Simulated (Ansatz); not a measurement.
The system is Ti.

```
Ti
1.0
    -1.64100    1.64100    1.64100
     1.64100   -1.64100    1.64100
     1.64100    1.64100   -1.64100
Ti
1
Cartesian
  0.0000 0.0000 0.0000
```

This isn't the form of Ti at room conditions, which is hcp.

| Item | Value |
| --- | --- |
| Program | Ansatz 0.2.0 |
| Task | relaxation of cell and atoms |
| Functional | PBEsol |
| Dispersion | D4 |
| Potentials or basis | all-electron LAPW, scalar-relativistic |
| Basis error allowed | 0.001 eV/atom |
| k mesh | 11 × 11 × 11 |
| Occupations | fermi-dirac, width 0.05 eV |
| Spin | no spin polarisation |

At the start: volume 17.68 Å³/atom.

Task: How do energy, volume and symmetry change on relaxing?

Result: Over 6 steps the energy falls by 34.1 meV/atom and the volume is 16.35 Å³/atom (-7.5 %); space group Im-3m (No. 229, to 0.05 Å).

The path:
```
step  energy change (eV)  largest force (eV/Å)  volume (Å³)
   1              0.0000                0.0000        17.68
   2             -0.0051                0.0000        15.26
   3             -0.0338                0.0000        16.46
   4             -0.0341                0.0000        16.36
   5             -0.0341                0.0000        16.35
   6             -0.0341                0.0000        16.35
```

Final structure:
```xyz
1
Lattice="-1.5990 1.5990 1.5990 1.5990 -1.5990 1.5990 1.5990 1.5990 -1.5990" Properties=species:S:1:pos:R:3 pbc="T T T"
Ti    0.0000    0.0000    0.0000
```
